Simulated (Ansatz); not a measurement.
# SrO (Fm-3m) in Ansatz: further runs

Runs on SrO. Level: revPBE+D3(BJ). Tasks: single point, equation of state.

All numbers are computed with Ansatz 0.2.0; they aren't measurements. Logs are shortened: lines on timing, memory, paths and dates and some standing lists are left out, and cuts for length are marked.

## (1) Starting point

The structure is cubic, space group Fm-3m (No. 225). Conventional cell: a = 5.133 Å, b = 5.133 Å, c = 5.133 Å, α = 90.00°, β = 90.00°, γ = 90.00°. Around Sr (site symmetry m-3m) lie 6 O at 2.57 Å. O (site symmetry m-3m) is surrounded by 6 Sr at 2.57 Å.

## (2) Single point, revPBE+D3(BJ), 15.89 Å³/atom (volume scaled by 0.94)

File input.yaml:

```yaml
crystal:
  lattice:
    - [0.0, 2.5139118308, 2.5139118308]
    - [2.5139118308, 0.0, 2.5139118308]
    - [2.5139118308, 2.5139118308, 0.0]
  atoms:
    - { symbol: Sr, position: [0.5, 0.5, 0.5] }
    - { symbol: O, position: [0.0, 0.0, 0.0] }
hamiltonian:
  xc: revpbe
  pseudopotentials: { kind: paw }
  dispersion: d3bj
kpoints:
  mp_grid: { grid: [9, 9, 9] }
scf:
  occupations: { method: fermi_dirac, width: 0.05 }
output:
  forces: true
  stress: true
  eigenvalues: true
  write_density: true
  write_potential: true
  elf: true
  volumetric_format: npy
```

Potentials or basis: Ansatz PAW.

Launch:

```console
ansatz run input.yaml --threads 2 --pin off --max-ram 5120MiB --backend cpu --events-out ev --progress --plain --runs-dir out
```

Output:

```text
Warning: RAYON_NUM_THREADS=2 ignored (pool sized by the plan → 2); use --threads N
Engine: ansatz 0.2.0, aarch64-unknown-linux-gnu
Pseudopotentials: kind: paw
Pseudopotential: Sr, paw, valence charge 10, recommended cutoff 420 eV (normal), Sr.paw.azcp
Pseudopotential: O, paw, valence charge 6, recommended cutoff 420 eV (normal), O.paw.azcp
Functional definition: revPBE
  parameter kappa = 1.245
  parameter beta = 0.06672455060314922
  exchange = pbe_x(kappa = kappa, mu = beta*pi^2/3)
  correlation = pbe_c(beta = beta)
Crystal: 2 atoms, lattice volume = 31.775 Å³
Basis set: ecut = 420 eV, 609 PW (Γ), exchange–correlation on 48×48×48 points (8 copies of the dense FFT grid, shifted against one another)
Bands: 12, of which v1, the nominal top of the filled ones, is band 8 counted from 1 (7 counted from 0)
Symmetry: 48 space group operations
Space group: Fm-3m (ITA 225), of the structure as read, at distance tolerance 3.2e-5 Å
k-points: 35 of 729
Non-local potential: Sr, projectors of the file, l = 0: 3, l = 1: 2, l = 2: 2
Non-local potential: O, projectors of the file, l = 0: 2, l = 1: 2, l = 2: 1
PAW form: soft (Blöchl's): semilocal exchange-correlation on the pseudo side does not see the compensation charge
PAW frozen core: Sr, regenerated for the run's functional, and the local potential with it (the file was generated under x = pbe(κ = 0.804, μ = 0.2195149727645171), c = pbe(β = 0.06672455060314922))
PAW frozen core: O, regenerated for the run's functional, and the local potential with it (the file was generated under x = pbe(κ = 0.804, μ = 0.2195149727645171), c = pbe(β = 0.06672455060314922))
PAW one-centre angular grid: Sr, 110 points (default); XC on 64 Gauss nodes
PAW one-centre angular grid: O, 110 points (default); XC on 64 Gauss nodes
Initial density: superposition of atomic densities (neutral atoms: chi_scale 0, normalization atom), corrected by the library's trained network
Initial wavefunctions: pseudopotential atomic-orbital guess
Functional: x = revpbe(κ = 1.245, μ = 0.2195149727645171), c = pbe(β = 0.06672455060314922)
SCF iter   1: F=—  HF=-4121.445485 eV  |F-HF|=—  |Δ(HF+E_count)|=         —  Δρ=2.79e-3  dr2=2.70e-3  ethr=1.77e-3  ⟨swp⟩=8.2  Hψ=3335  notcnv=0
preconditioner: auto → none  [insulator: Δε(μ)=3.448 eV  Ē_g=16.575 eV  σ=0.050 eV  W_gap=1.00  n_scr=8 (ndim 8)  ℏωp=24.6 eV  f_vac=0.000  D(μ)=0.00/eV (n_scr^D=0)  ε∞_Penn≈3.2]
SCF iter   2: F=—  HF=-4121.446058 eV  |F-HF|=—  |Δ(HF+E_count)|=   5.74e-4  Δρ=1.09e-3  dr2=2.08e-4  ethr=1.69e-5  ⟨swp⟩=2.1  Hψ=886  notcnv=0
SCF iter   3: F=—  HF=-4121.446144 eV  |F-HF|=—  |Δ(HF+E_count)|=   8.52e-5  Δρ=3.91e-4  dr2=4.96e-5  ethr=1.30e-6  ⟨swp⟩=1.8  Hψ=509  notcnv=0
SCF iter   4: F=—  HF=-4121.446151 eV  |F-HF|=—  |Δ(HF+E_count)|=   6.96e-6  Δρ=5.83e-5  dr2=1.37e-6  ethr=3.10e-7  ⟨swp⟩=2.2  Hψ=542  notcnv=0
iter 5 did not close the SCF: its close was put off for the readings that it lacked (scf_convergence_deferred on its scf_iter line)
SCF iter   5: F=-4121.446151 eV  HF=-4121.446151 eV  |F-HF|=6.57e-9  |Δ(HF+E_count)|=   1.01e-7  Δρ=9.27e-6  dr2=1.65e-8  ethr=8.54e-9  ⟨swp⟩=2.0  Hψ=527  notcnv=0
SCF iter   6: F=-4121.446151 eV  HF=-4121.446151 eV  |F-HF|=1.44e-10  |Δ(HF+E_count)|=   1.70e-8  Δρ=8.93e-7  dr2=1.33e-10  ethr=1.03e-10  ⟨swp⟩=7.3  Hψ=2902  notcnv=0
SCF 1 converged in 6 iterations: F = -4121.446151 eV  dr2 = 1.33e-10
SCF converged after 6 iterations
Free energy (F): -4121.446151 eV
Harris-Foulkes:  -4121.446151 eV  (|F-HF|=1.44e-10)
Internal energy: -4121.446151 eV  (E = F + TS)
E sigma→0 (E₀):  -4121.446151 eV
Fermi energy:    10.571038 eV
--- Per-component energies (eV) ---
  E_band       = -42.622801
  E_kinetic    = 426.641305
  E_local      = -831.764841  (includes V_loc(G=0)·N_el)
  E_nonlocal   = 249.176235
  E_hartree    = 224.645061
  E_xc         = -251.051365
  E_vxc        = -260.765077  (∫ρ·V_xc dr)
  E_paw        = -2857.916098  (= ΣΔE_a)
  E_vpaw       = -75.203006  (= ΣTr[D̂ρ^β])
  E_aug_tail   = 0.002434  (compensation charges beyond the density's cutoff)
  E_ewald      = -1080.167645
  E_disp       = -0.947778  (pairwise vdW)
  E_core_change = -0.063460  (= ΣΔE_core)
  E_smearing   = -0.000000  (= −TS)
  E_closure    = -0.000000  (closes the sum)
  Σ components = -4121.446151   (vs F -4121.446151, Δ=0.00e0)
--- Forces (eV/Å), atoms counted from 1 ---
  atom   1  Sr     0.00000000    -0.00000000     0.00000000
  atom   2  O     -0.00000000     0.00000000     0.00000000
  max |Σ_I F_I| component: 2.12e-29 eV/Å
--- Stress (GPa, compression-positive) ---
        7.744495       0.000000       0.000000
       -0.000000       7.744495      -0.000000
       -0.000000       0.000000       7.744495
  P = ⅓ Tr σ = 7.7445 GPa (77.445 kbar)
--- Band table (eV; the first three rows and the last of 35) ---
  k-point 0: bands = ["-23.3148", "-6.3806", "-4.8783", "-4.8783", "-4.8783", "8.8301", "8.8301", "8.8301", "13.4763", "15.2875", "15.2875", "15.2875"]
  k-point 1: bands = ["-23.2938", "-6.6774", "-4.8893", "-4.8893", "-4.6319", "8.4623", "8.6559", "8.6559", "14.0492", "15.1556", "15.5441", "15.5441"]
  k-point 2: bands = ["-23.2398", "-7.2227", "-4.9169", "-4.9169", "-4.2146", "7.7183", "8.2574", "8.2574", "15.0710", "15.3851", "16.2613", "16.2613"]
  k-point 34: bands = ["-23.0793", "-7.1741", "-5.6349", "-5.6193", "-4.3238", "7.6279", "8.3787", "8.5090", "14.6518", "15.7555", "18.0830", "20.2422"]
```

Wall time 0.8 s (2 threads of Arm Neoverse V1, shared host); peak memory 0.27 GiB.

Results:

```
Free energy            : -4121.4462 eV
Pressure               : 7.7 GPa
Band gap on the k mesh : 3.42 eV, indirect (least direct gap 3.45 eV)
```

Caveat: odd divisions of the mesh miss points on the zone boundary, where band edges often lie, so the gap on the mesh can be too wide; the pressure holds a Pulay correction of +0.3 GPa for the finite cutoff; the PAW data sets come from PBE, with cores solved anew for the run's functional, which leaves a small shift of forces and pressure.

## (3) Single point, revPBE+D3(BJ), 16.23 Å³/atom (volume scaled by 0.96)

File input.yaml:

```yaml
crystal:
  lattice:
    - [0.0, 2.5316160185, 2.5316160185]
    - [2.5316160185, 0.0, 2.5316160185]
    - [2.5316160185, 2.5316160185, 0.0]
  atoms:
    - { symbol: Sr, position: [0.5, 0.5, 0.5] }
    - { symbol: O, position: [0.0, 0.0, 0.0] }
hamiltonian:
  xc: revpbe
  pseudopotentials: { kind: paw }
  dispersion: d3bj
kpoints:
  mp_grid: { grid: [9, 9, 9] }
scf:
  occupations: { method: fermi_dirac, width: 0.05 }
output:
  forces: true
  stress: true
  eigenvalues: true
```

Potentials or basis: Ansatz PAW.

Launch:

```console
ansatz run input.yaml --threads 2 --pin off --max-ram 5120MiB --backend cpu --events-out ev --progress --plain --runs-dir out
```

Run time: 0.63 s. Hardware: 2 threads of Arm Neoverse V1, shared host; peak memory 0.27 GiB.

The run converged. Its results:

```yaml
Free_energy: -4121.4736 eV
Pressure: 5.3 GPa
Band_gap_on_the_k_mesh: 3.43 eV, indirect (least direct gap 3.49 eV)
```

Caveat: odd divisions of the mesh miss points on the zone boundary, where band edges often lie, so the gap on the mesh can be too wide; the pressure holds a Pulay correction of +0.3 GPa for the finite cutoff; the PAW data sets come from PBE, with cores solved anew for the run's functional, which leaves a small shift of forces and pressure.

## (4) Single point, revPBE+D3(BJ), 16.56 Å³/atom (volume scaled by 0.98)

Changes to input.yaml since step 3:

```diff
@@ -2,5 +2,5 @@
   lattice:
-    - [0.0, 2.5316160185, 2.5316160185]
-    - [2.5316160185, 0.0, 2.5316160185]
-    - [2.5316160185, 2.5316160185, 0.0]
+    - [0.0, 2.5490759911, 2.5490759911]
+    - [2.5490759911, 0.0, 2.5490759911]
+    - [2.5490759911, 2.5490759911, 0.0]
   atoms:
```

Launch:

```console
ansatz run input.yaml --threads 2 --pin off --max-ram 5120MiB --backend cpu --events-out ev --progress --plain --runs-dir out
```

Run time: 0.67 s. Hardware: 2 threads of Arm Neoverse V1, shared host; peak memory 0.27 GiB.

It converged, with:

```yaml
Free_energy: -4121.4913 eV
Pressure: 3.1 GPa
Band_gap_on_the_k_mesh: 3.45 eV, indirect (least direct gap 3.51 eV)
```

Caveat: odd divisions of the mesh miss points on the zone boundary, where band edges often lie, so the gap on the mesh can be too wide; the pressure holds a Pulay correction of +0.3 GPa for the finite cutoff; the PAW data sets come from PBE, with cores solved anew for the run's functional, which leaves a small shift of forces and pressure.

## (5) Single point, revPBE+D3(BJ), 16.90 Å³/atom

Changes to input.yaml since step 4:

```diff
@@ -2,5 +2,5 @@
   lattice:
-    - [0.0, 2.5490759911, 2.5490759911]
-    - [2.5490759911, 0.0, 2.5490759911]
-    - [2.5490759911, 2.5490759911, 0.0]
+    - [0.0, 2.5663, 2.5663]
+    - [2.5663, 0.0, 2.5663]
+    - [2.5663, 2.5663, 0.0]
   atoms:
```

Launch:

```console
ansatz run input.yaml --threads 2 --pin off --max-ram 5120MiB --backend cpu --events-out ev --progress --plain --runs-dir out
```

Wall time 0.66 s (2 threads of Arm Neoverse V1, shared host); peak memory 0.27 GiB.

It converged, with:

* Free energy: -4121.5003 eV
* Pressure: 1.2 GPa
* Band gap on the k mesh: 3.46 eV, indirect (least direct gap 3.54 eV)

Caveat: odd divisions of the mesh miss points on the zone boundary, where band edges often lie, so the gap on the mesh can be too wide; the pressure holds a Pulay correction of +0.3 GPa for the finite cutoff; the PAW data sets come from PBE, with cores solved anew for the run's functional, which leaves a small shift of forces and pressure.

## (6) Single point, revPBE+D3(BJ), 17.24 Å³/atom (volume scaled by 1.02)

Changes to input.yaml since step 5:

```diff
@@ -2,5 +2,5 @@
   lattice:
-    - [0.0, 2.5663, 2.5663]
-    - [2.5663, 0.0, 2.5663]
-    - [2.5663, 2.5663, 0.0]
+    - [0.0, 2.5832958595, 2.5832958595]
+    - [2.5832958595, 0.0, 2.5832958595]
+    - [2.5832958595, 2.5832958595, 0.0]
   atoms:
```

Potentials or basis: Ansatz PAW.

Launch:

```console
ansatz run input.yaml --threads 2 --pin off --max-ram 5120MiB --backend cpu --events-out ev --progress --plain --runs-dir out
```

Wall time 0.67 s (2 threads of Arm Neoverse V1, shared host); peak memory 0.27 GiB.

Results (log left out):

```yaml
Free_energy: -4121.5015 eV
Pressure: -0.6 GPa
Band_gap_on_the_k_mesh: 3.46 eV, indirect (least direct gap 3.56 eV)
```

Caveat: odd divisions of the mesh miss points on the zone boundary, where band edges often lie, so the gap on the mesh can be too wide; the pressure holds a Pulay correction of +0.3 GPa for the finite cutoff; the PAW data sets come from PBE, with cores solved anew for the run's functional, which leaves a small shift of forces and pressure.

## (7) Single point, revPBE+D3(BJ), 17.58 Å³/atom (volume scaled by 1.04)

Changes to input.yaml since step 6:

```diff
@@ -2,5 +2,5 @@
   lattice:
-    - [0.0, 2.5832958595, 2.5832958595]
-    - [2.5832958595, 0.0, 2.5832958595]
-    - [2.5832958595, 2.5832958595, 0.0]
+    - [0.0, 2.600070978, 2.600070978]
+    - [2.600070978, 0.0, 2.600070978]
+    - [2.600070978, 2.600070978, 0.0]
   atoms:
```

Launch:

```console
ansatz run input.yaml --threads 2 --pin off --max-ram 5120MiB --backend cpu --events-out ev --progress --plain --runs-dir out
```

Run time: 0.73 s. Hardware: 2 threads of Arm Neoverse V1, shared host; peak memory 0.27 GiB.

The run converged. Its results:

```
Free energy            : -4121.4958 eV
Pressure               : -2.1 GPa
Band gap on the k mesh : 3.47 eV, indirect (least direct gap 3.58 eV)
```

Caveat: odd divisions of the mesh miss points on the zone boundary, where band edges often lie, so the gap on the mesh can be too wide; the pressure holds a Pulay correction of +0.3 GPa for the finite cutoff; the PAW data sets come from PBE, with cores solved anew for the run's functional, which leaves a small shift of forces and pressure.

## (8) Single point, revPBE+D3(BJ), 17.92 Å³/atom (volume scaled by 1.06)

Changes to input.yaml since step 7:

```diff
@@ -2,5 +2,5 @@
   lattice:
-    - [0.0, 2.600070978, 2.600070978]
-    - [2.600070978, 0.0, 2.600070978]
-    - [2.600070978, 2.600070978, 0.0]
+    - [0.0, 2.6166323862, 2.6166323862]
+    - [2.6166323862, 0.0, 2.6166323862]
+    - [2.6166323862, 2.6166323862, 0.0]
   atoms:
```

Launch:

```console
ansatz run input.yaml --threads 2 --pin off --max-ram 5120MiB --backend cpu --events-out ev --progress --plain --runs-dir out
```

Run time: 0.75 s. Hardware: 2 threads of Arm Neoverse V1, shared host; peak memory 0.27 GiB.

The run converged. Its results:

* Free energy: -4121.4837 eV
* Pressure: -3.5 GPa
* Band gap on the k mesh: 3.47 eV, indirect (least direct gap 3.59 eV)

Caveat: odd divisions of the mesh miss points on the zone boundary, where band edges often lie, so the gap on the mesh can be too wide; the pressure holds a Pulay correction of +0.3 GPa for the finite cutoff; the PAW data sets come from PBE, with cores solved anew for the run's functional, which leaves a small shift of forces and pressure.

## (9) Equation of state, revPBE+D3(BJ)

Potentials or basis: Ansatz PAW.

This step only gathers the single runs of the series.

What came out:

| Quantity | Value |
| --- | --- |
| Equilibrium volume | 17.13 Å³/atom |
| Bulk modulus | 87 GPa |
| Pressure derivative of the bulk modulus | 4.4 |

Energy against volume, from the lowest point:
```tsv
volume (Å³/atom)	energy (meV/atom)
15.887	27.70
16.225	13.98
16.563	5.13
16.901	0.64
17.239	0.00
17.577	2.87
17.915	8.93
```

Caveat: the potentials were made for another functional, which shifts forces and pressure. Zero-point motion and thermal expansion aren't in these numbers.
